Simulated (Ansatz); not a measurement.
NbN: one input, then a changed one

The cell comes from COD entry 1538667, which wasn't checked; take it as a given geometry. The listed cell was then made from it by scaling, straining or moving an atom.

First run: DFT, PBE, all-electron LAPW, scalar-relativistic (Ansatz 0.2.0).

Command: `ansatz run input.yaml --threads 1 --pin off --max-ram 2048MiB --backend cpu --events-out ev --progress --plain --runs-dir out` The run took 26 s on 1 thread of Arm Neoverse V1 (shared host).

```yaml
crystal:
  lattice:
    - [0.0, 2.2375403388, 2.2375403388]
    - [2.2375403388, 0.0, 2.2375403388]
    - [2.2375403388, 2.2375403388, 0.0]
  atoms:
    - { symbol: Nb, position: [0.5, 0.5, 0.5] }
    - { symbol: "N", position: [0.0, 0.0, 0.0] }
kpoints:
  mp_grid: { grid: [13, 13, 13] }
scf:
  occupations: { method: fermi_dirac, width: 0.08 }
hamiltonian:
  xc: pbe
  pseudopotentials: { kind: all_electron, lapw: { basis_error: 0.00025 } }
output:
  forces: true
  stress: true
  eigenvalues: true
```

Result: converged; pressure -10.29 GPa; no gap on the k mesh; 10 SCF iterations.

The input is then changed:

```diff
@@ -8,5 +8,5 @@
     - { symbol: "N", position: [0.0, 0.0, 0.0] }
 kpoints:
-  mp_grid: { grid: [13, 13, 13] }
+  mp_grid: { grid: [20, 20, 20] }
 scf:
   occupations: { method: fermi_dirac, width: 0.08 }
```

Problem. What does the second run give?

Solution. It converged; energy at zero smearing +1.6 meV/atom from the first run; pressure -10.24 GPa; no gap on the k mesh; 10 SCF iterations.

The results part of its log:

```
SCF 1 converged in 10 iterations: F = -105437.765520 eV  dr2 = 3.65e-9
SCF converged after 10 iterations
Free energy (F): -105437.765520 eV
Harris-Foulkes:  -105437.765520 eV  (|F-HF|=7.28e-11)
Internal energy: -105437.744112 eV  (E = F + TS)
E sigma→0 (E₀):  -105437.754816 eV
Entropy (-TS):   -0.021407 eV (-10.704 meV/atom)
Fermi energy:    21.129196 eV
--- Per-component energies (eV) ---
  E_band       = -5216.028897
  E_kinetic    = 109024.209224
  E_xc         = -3427.481191
  E_electrostatic = -211034.472146  (all electrons and nuclei)
  E_smearing   = -0.021407  (= −TS)
  E_closure    = 0.000000  (closes the sum)
  E_atoms      = -105417.290638  (free atoms, spherical and without spin; not in F)
  Σ components = -105437.765520   (vs F -105437.765520, Δ=0.00e0)
  Basis errors (estimates in eV, not in F): energy 9.6e-5 per atom: plane waves 8.5e-5 (4.6e-5 summed), levels above the bands 6.0e-87, relativity 1.5e-8, radial functions 1.1e-5, core shells 6.5e-13; eigenvalues (radial functions only) 9.2e-6; not estimated: angular momenta, meshes, grids; target (lapw.basis_error) 2.5e-4; muffin-tin radii N 1.023 Å, Nb 1.215 Å
--- Forces (eV/Å), atoms counted from 1 ---
  atom   1  Nb     0.00000000    -0.00000000    -0.00000000
  atom   2  N     -0.00000000     0.00000000    -0.00000000
  max |Σ_I F_I| component: 1.68e-29 eV/Å
--- Stress (GPa, compression-positive) ---
      -10.235605       0.000000       0.000000
        0.000000     -10.235605      -0.000000
        0.000000      -0.000000     -10.235605
  P = ⅓ Tr σ = -10.2356 GPa (-102.356 kbar)
--- Band table (eV; the first three rows and the last of 256) ---
  k-point 0: bands = ["-415.6834", "-356.9302", "-323.5655", "-323.5655", "-323.5655", "-173.1632", "-173.1632", "-173.1424", "-173.1424", "-173.1424", "-35.2735", "-10.9859", "-10.9859", "-10.9859", "3.8928", "17.9684", "17.9684", "17.9684", "19.2750", "19.2750", "19.2750", "21.0017", "21.0017", "23.9047", "30.5584", "42.8825", "42.8825"]
  k-point 1: bands = ["-415.6834", "-356.9302", "-323.5655", "-323.5655", "-323.5655", "-173.1632", "-173.1632", "-173.1424", "-173.1424", "-173.1424", "-35.2709", "-11.0086", "-10.9878", "-10.9878", "3.9419", "17.6584", "17.7379", "17.7379", "19.3688", "19.3688", "19.4438", "21.2509", "21.2509", "24.0594", "30.7115", "42.2951", "42.5955"]
  k-point 2: bands = ["-415.6834", "-356.9302", "-323.5655", "-323.5655", "-323.5655", "-173.1632", "-173.1632", "-173.1424", "-173.1424", "-173.1424", "-35.2635", "-11.0742", "-10.9935", "-10.9935", "4.0851", "16.9936", "17.2351", "17.2351", "19.5818", "19.5818", "19.7330", "21.8735", "21.8735", "24.4805", "31.1432", "41.0994", "41.7880"]
  k-point 255: bands = ["-415.6834", "-356.9302", "-323.5655", "-323.5655", "-323.5655", "-173.1632", "-173.1632", "-173.1424", "-173.1424", "-173.1424", "-35.1330", "-11.4882", "-11.4882", "-11.2971", "5.1773", "14.7843", "15.3236", "15.3236", "21.0493", "21.0493", "23.6972", "24.1991", "25.3552", "32.1854", "32.4622", "32.4622", "36.3263"]
```
